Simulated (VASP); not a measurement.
# Rh in VASP: relaxation of the atoms with PBE

Aim: the relaxation of the atoms of Rh with PBE.

Program: VASP 6.6.1. These are calculated values, not measurements. Logs are shortened: lines on timing, memory, paths and dates and some standing lists are left out, and cuts for length are marked.

## Step 1: The slab as given

The cell holds a slab with vacuum, 4 atoms: a = 2.719 Å, b = 2.719 Å, c = 27.376 Å, α = 90.00°, β = 90.00°, γ = 120.00°.

The cell was built by a generator and needn't be a form met in nature.

## Step 2: Relaxation of the atoms, PBE

INCAR

```
PREC     = Accurate       # precision mode
ENCUT    = 520            # plane-wave cutoff, eV
EDIFF    = 1E-6           # SCF threshold, eV
ISMEAR   = 1              # smearing method
SIGMA    = 0.1            # smearing width, eV
LREAL    = F              # projectors in reciprocal space
LASPH    = T              # aspherical terms in the spheres
NELM     = 120            # most SCF steps
ALGO     = Normal         # electronic algorithm
ISIF     = 2              # what is computed and relaxed
LWAVE    = F              # write WAVECAR
LCHARG   = F              # write CHGCAR
LDIPOL   = T            
IDIPOL   = 3            
DIPOL    = 0.5 0.5 0.500
GGA      = PE             # functional
IBRION   = 2              # ionic algorithm
NSW      = 90             # ionic steps
EDIFFG   = -0.02          # ionic threshold
```

KPOINTS

```
Automatic mesh
0
Gamma
  14 14 1
```

POSCAR

```
Rh
1.0
    2.7193470000      0.0000000000      0.0000000000
   -1.3596735000      2.3550235400      0.0000000000
    0.0000000000      0.0000000000     27.3762814600
Rh
4
Direct
    0.3333340000      0.6666660000      0.3797913400
    0.0000000000      1.0000000000      0.4599292100
    0.6666670000      0.3333330000      0.5400707900
    0.3333340000      0.6666660000      0.6202086600
```

Potentials or basis: VASP PAW PBE potentials, release 64 (Rh_pv).

Launch:

```console
$ cat potpaw_PBE.64/Rh_pv/POTCAR > POTCAR
$ mpirun -np 1 vasp_std > vasp.out
```

OUTCAR:

```text
PREC = Accurate
   ENCUT = 520
   EDIFF = 1E-6
   ISMEAR = 1
   LREAL = F
   LASPH = T
   NELM = 120
   ISIF = 2
   GGA = PE
   IBRION = 2
   NSW = 90
   EDIFFG = -0.02

 ion  position               nearest neighbor table
   1  0.333  0.667  0.380-   2 2.70   2 2.70   2 2.70
   2  0.000  0.000  0.460-   1 2.70   1 2.70   1 2.70   3 2.70   3 2.70   3 2.70
   3  0.667  0.333  0.540-   4 2.70   4 2.70   4 2.70   2 2.70   2 2.70   2 2.70
   4  0.333  0.667  0.620-   3 2.70   3 2.70   3 2.70

  LATTYP: Found a hexagonal cell.
 ALAT       =     2.7193470000
 C/A-ratio  =    10.0672262348

  Lattice vectors:

 A1 = (   2.7193470000,   0.0000000000,   0.0000000000)
 A2 = (  -1.3596735000,   2.3550235400,   0.0000000000)
 A3 = (   0.0000000000,   0.0000000000,  27.3762814600)

Analysis of symmetry for initial positions (statically):
=====================================================================
 Subroutine PRICEL returns:
 Original cell was already a primitive cell.

 Routine SETGRP: Setting up the symmetry group for a
 hexagonal supercell.

 Subroutine GETGRP returns: Found 12 space group operations
 (whereof  6 operations were pure point group operations)
 out of a pool of 24 trial point group operations.

The static configuration has the point symmetry C_3v.
 The point group associated with its full space group is D_3d.

Analysis of symmetry for dynamics (positions and initial velocities):
=====================================================================
 Subroutine PRICEL returns:
 Original cell was already a primitive cell.

 Routine SETGRP: Setting up the symmetry group for a
 hexagonal supercell.

 Subroutine GETGRP returns: Found 12 space group operations
 (whereof  6 operations were pure point group operations)
 out of a pool of 24 trial point group operations.

The dynamic configuration has the point symmetry C_3v.
 The point group associated with its full space group is D_3d.

 Subroutine INISYM returns: Found 12 space group operations
 (whereof  6 operations are pure point group operations),
 and found     1 'primitive' translations

----------------------------------------------------------------------------------------

                                     Primitive cell

  volume of cell :     175.3212

  direct lattice vectors                    reciprocal lattice vectors
     2.719347000  0.000000000  0.000000000     0.367735342  0.212312103  0.000000000
    -1.359673500  2.355023540  0.000000000     0.000000000  0.424624206  0.000000000
     0.000000000  0.000000000 27.376281460     0.000000000  0.000000000  0.036527970

  length of vectors
     2.719347000  2.719346962 27.376281460     0.424624200  0.424624206  0.036527970

  position of ions in fractional coordinates (direct lattice)
     0.333334000  0.666666000  0.379791340
     0.000000000  0.000000000  0.459929210
     0.666667000  0.333333000  0.540070790
     0.333334000  0.666666000  0.620208660

  ion indices of the primitive-cell ions
   primitive index   ion index
                 1           1
                 2           2
                 3           3
                 4           4

----------------------------------------------------------------------------------------

 KPOINTS: Automatic mesh

Automatic generation of k-mesh.
 Grid dimensions read from file:
 generate k-points for:   14   14    1

 Generating k-lattice:

  Cartesian coordinates                     Fractional coordinates (reciprocal lattice)
     0.026266810  0.015165150  0.000000000     0.071428571  0.000000000  0.000000000
     0.000000000  0.030330300  0.000000000     0.000000000  0.071428571  0.000000000
     0.000000000  0.000000000  0.036527970     0.000000000  0.000000000  1.000000000

  Length of vectors
     0.030330300  0.030330300  0.036527970

  Shift w.r.t. Gamma in fractional coordinates (k-lattice)
     0.000000000  0.000000000  0.000000000

 Subroutine IBZKPT returns following result:
 ===========================================

 Found     24 irreducible k-points:

 Following reciprocal coordinates:
            Coordinates               Weight
  0.000000  0.000000  0.000000      1.000000
  0.071429  0.000000  0.000000      6.000000
  0.142857  0.000000  0.000000      6.000000
  0.214286  0.000000  0.000000      6.000000
  0.285714  0.000000  0.000000      6.000000
  0.357143  0.000000  0.000000      6.000000
[... 16 lines left out ...]
  0.285714  0.285714  0.000000      6.000000
  0.357143  0.285714  0.000000      6.000000
   k-points           NKPTS =     24   k-points in BZ     NKDIM =     24   number of bands    NBANDS=     36
   number of dos      NEDOS =    301   number of ions     NIONS =      4
   total plane-waves  NPLWV =  84000
   dimension x,y,z NGX =    20 NGY =   20 NGZ =  210
   dimension x,y,z NGXF=    40 NGYF=   40 NGZF=  420
   ions per type =               4
   NGX,Y,Z   is equivalent  to a cutoff of  12.23, 12.23, 12.75 a.u.
   NGXF,Y,Z  is equivalent  to a cutoff of  24.45, 24.45, 25.51 a.u.
 SYSTEM =  unknown system
   PREC   = accura    normal or accurate (medium, high low for compatibility)
   ISTART =      0    job   : 0-new  1-cont  2-samecut
   ICHARG =      2    charge: 1-file 2-atom 10-const
   ISPIN  =      1    spin polarized calculation?
   LNONCOLLINEAR =      F non collinear calculations
   LSORBIT =      F    spin-orbit coupling
   LASPH  =      T    aspherical Exc in radial PAW
   ENCUT  =  520.0 eV  38.22 Ry    6.18 a.u.   5.06  5.06 50.90*2*pi/ulx,y,z
   NELM   =    120;   NELMIN=  2; NELMDL= -5     # of ELM steps
   EDIFF  = 0.1E-05   stopping-criterion for ELM
   LREAL  =      F    real-space projection
   EDIFFG = -.2E-01   stopping-criterion for IOM
   NSW    =     90    number of steps for IOM
   IBRION =      2    ionic relax: 0-MD 1-quasi-New 2-CG
   NFREE  =      1    steps in history (QN), initial steepest desc. (CG)
   ISIF   =      2    stress and relaxation
   ISYM   =      2    0-nonsym 1-usesym 2-fastsym
   POTIM  = 0.5000    time-step for ionic-motion
   TEBEG  =    0.0;   TEEND  =   0.0 temperature during run
   PSTRESS=    0.0 pullay stress
   NELECT =      60.0000    total number of electrons
   NUPDOWN=      -1.0000    fix difference up-down
   EMIN   =  10.00;   EMAX   =-10.00  energy-range for DOS
   EFERMI =   0.00;   METHOD = LEGACY
   ISMEAR =     1;   SIGMA  =   0.10  broadening in eV -4-tet -1-fermi 0-gaus
   EFERMI_NEDOS =   21; number of points for ismear=-14 and -15
   IALGO  =     38    algorithm
   IMIX   =      4    mixing-type and parameters
     AMIX     =   0.40;   BMIX     =  1.00
     AMIX_MAG =   1.60;   BMIX_MAG =  1.00
  volume/ion in A,a.u.               =      43.83       295.78
  Fermi-wavevector in a.u.,A,eV,Ry     =   1.145110  2.163944 17.841000  1.311276
  Thomas-Fermi vector in A             =   2.281799
   LORBIT       =      0    0 simple, 1 ext, 2 COOP (PROOUT), +10 PAW based schemes
   GGA     = PE    functional components
   LHFCALC =     F    Hartree Fock is set to
   AEXX    =    0.0000 exact exchange contribution
   IVDW    =     0    specifies the selected vdW correction
   LEPSILON=     F    determine dielectric tensor
   LRPA    =     F    only Hartree local field effects (RPA)
 conjugate gradient relaxation of ions
 non-spin polarized calculation
 Methfessel and Paxton  Order N= 1 SIGMA  =   0.10
  energy-cutoff  :      520.00
  volume of cell :      175.32
 maximum number of plane-waves:      4763
   NGX = 11   NGY = 11   NGZ =101

 dipolmoment           0.000000      0.000000     -0.000000 electrons x Angstroem

--------------------------------------- Ionic step        1  -------------------------------------------

 number of electron      60.0000008 magnetization

 Free energy of the ion-electron system (eV)
  ---------------------------------------------------
  ext. energy  EPLUGINS =         0.00000000
  ---------------------------------------------------
  free energy    TOTEN  =       -27.40675152 eV

  energy without entropy =      -27.40322522  energy(sigma->0) =      -27.40557609

------------------------ aborting loop because EDIFF is reached ----------------------------------------

  FORCE on cell =-STRESS in cart. coord.  units (eV):
  Direction    XX          YY          ZZ          XY          YZ          ZX
  --------------------------------------------------------------------------------------
  -------------------------------------------------------------------------------------
  Total       -3.0755923     -3.0755922     -1.6792586      0.0000000      0.0000000      0.0000000
  in kB      -28.1063861    -28.1063850    -15.3459520      0.0000000      0.0000000      0.0000000
  external PRESSURE =     -23.8529077 kB  Pullay stress =       0.0000000 kB

 VOLUME and BASIS-vectors are now :
 -----------------------------------------------------------------------------
  energy-cutoff  :      520.00
  volume of cell :      175.32
      direct lattice vectors                 reciprocal lattice vectors
     2.719347000  0.000000000  0.000000000     0.367735342  0.212312103  0.000000000
    -1.359673500  2.355023540  0.000000000     0.000000000  0.424624206  0.000000000
     0.000000000  0.000000000 27.376281460     0.000000000  0.000000000  0.036527970
[... 115 lines left out ...]
 POSITION                                       TOTAL-FORCE (eV/Angst)
 -----------------------------------------------------------------------------------
      0.00000      1.57001     10.43522        -0.000000     -0.000000      0.019915
      2.71935      0.00000     12.59878        -0.000000      0.000000      0.037441
      1.35967      0.78501     14.77750        -0.000000     -0.000000     -0.037441
      0.00000      1.57001     16.94106         0.000000      0.000000     -0.019915
 -----------------------------------------------------------------------------------
    total drift:                               -0.007007      0.004046      0.000276

  FREE ENERGIE OF THE ION-ELECTRON SYSTEM (eV)
  ---------------------------------------------------
  free  energy   TOTEN  =       -27.4175933259 eV

  energy  without entropy=      -27.4159659811  energy(sigma->0) =      -27.41705088

--------------------------------------- Ionic step        5  -------------------------------------------

 number of electron      60.0000001 magnetization

 dipolmoment           0.000000      0.000000      0.000001 electrons x Angstroem

 Free energy of the ion-electron system (eV)
  ---------------------------------------------------
  ext. energy  EPLUGINS =         0.00000000
  ---------------------------------------------------
  free energy    TOTEN  =       -27.41779334 eV

  energy without entropy =      -27.41583625  energy(sigma->0) =      -27.41714097

 E-fermi :   0.1929     XC(G=0):  -5.1141

 val. band max:        0.1929039585   @ k =   0.2143   0.0000   0.0000
 cond. band min:       0.1934534227   @ k =   0.1429   0.0000   0.0000
 fundamental gap:      0.0005494642
 Fermi energy:         0.1929178857

 k-point     1 :       0.0000    0.0000    0.0000
  band No.  band energies     occupation
      1     -46.8400      2.00000
      2     -46.4963      2.00000
      3     -46.2742      2.00000
      4     -46.2742      2.00000
      5     -46.2191      2.00000
      6     -46.2191      2.00000
[... 925 lines left out ...]
     35       7.2041      0.00000
     36       7.8467      0.00000

------------------------ aborting loop because EDIFF is reached ----------------------------------------

 vacuum level on the upper side and lower side of the slab       (xc-potential included)        -0.127        -0.127

  FORCE on cell =-STRESS in cart. coord.  units (eV):
  Direction    XX          YY          ZZ          XY          YZ          ZX
  --------------------------------------------------------------------------------------
  -------------------------------------------------------------------------------------
  Total       -2.5928533     -2.5928532     -0.1169064      0.0000000      0.0000000      0.0000000
  in kB      -23.6948625    -23.6948616     -1.0683520      0.0000000      0.0000000      0.0000000
  external PRESSURE =     -16.1526920 kB  Pullay stress =       0.0000000 kB

 VOLUME and BASIS-vectors are now :
 -----------------------------------------------------------------------------
  energy-cutoff  :      520.00
  volume of cell :      175.32
      direct lattice vectors                 reciprocal lattice vectors
     2.719347000  0.000000000  0.000000000     0.367735342  0.212312103  0.000000000
    -1.359673500  2.355023540  0.000000000     0.000000000  0.424624206  0.000000000
     0.000000000  0.000000000 27.376281460     0.000000000  0.000000000  0.036527970

 POSITION                                       TOTAL-FORCE (eV/Angst)
 -----------------------------------------------------------------------------------
      0.00000      1.57001     10.43804         0.000000      0.000000      0.017634
     -0.00000      0.00000     12.60237        -0.000000      0.000000     -0.011982
      1.35967      0.78501     14.77391         0.000000     -0.000000      0.011982
      0.00000      1.57001     16.93824        -0.000000     -0.000000     -0.017634
 -----------------------------------------------------------------------------------
    total drift:                               -0.007007      0.004046      0.000302

  FREE ENERGIE OF THE ION-ELECTRON SYSTEM (eV)
  ---------------------------------------------------
  free  energy   TOTEN  =       -27.4177933364 eV

  energy  without entropy=      -27.4158362521  energy(sigma->0) =      -27.41714097

 reached required accuracy - stopping structural energy minimisation

 vacuum level on the upper side and lower side of the slab         5.234         5.234
```

Wall time 7.2 min (1 thread of Intel Xeon Platinum 8488C (Sapphire Rapids), shared host); peak memory 0.33 GiB.

What came out:

```yaml
Free_energy: -27.4178 eV
Energy_gained_by_relaxing: 2.8 meV/atom
Ionic_steps: 5
Largest_force_after_relaxing: 0.018 eV/Å
Band_gap_on_the_k_mesh: none (metal or under the smearing width)
```

Forces on the atoms (eV/Å):
```
Rh   0.000  0.000  0.018
Rh   0.000  0.000 -0.012
Rh   0.000  0.000  0.012
Rh   0.000  0.000 -0.018
```

Step by step:
```tsv
step	energy change (eV)	largest force (eV/Å)	pressure (GPa)
1	0.0000	0.2572	-2.39
2	-0.0052	0.1660	-2.16
3	-0.0084	0.1695	-1.83
4	-0.0108	0.0374	-1.67
5	-0.0110	0.0176	-1.62
```

Final structure:
```yaml
crystal:
  lattice:
    - [2.71935, 0.00000, 0.00000]
    - [-1.35967, 2.35502, 0.00000]
    - [0.00000, 0.00000, 27.37628]
  atoms:
    - { symbol: Rh, position: [0.33333, 0.66667, 0.38128] }
    - { symbol: Rh, position: [0.00000, 0.00000, 0.46034] }
    - { symbol: Rh, position: [0.66667, 0.33333, 0.53966] }
    - { symbol: Rh, position: [0.33333, 0.66667, 0.61872] }
```

Levels at points of the mesh, in eV from the Fermi level:
```
           k point  band 25  band 26  band 27  band 28  band 29  band 30  band 31  band 32  band 33  band 34
(0.00, 0.00, 0.00)    -2.27    -2.27    -1.81    -0.98    -0.98    -0.74    -0.74     0.00     0.00     0.23
(0.50, 0.00, 0.00)    -0.41    -0.17     0.32     0.39     0.51     0.71     1.02     1.06     1.84     3.41
```
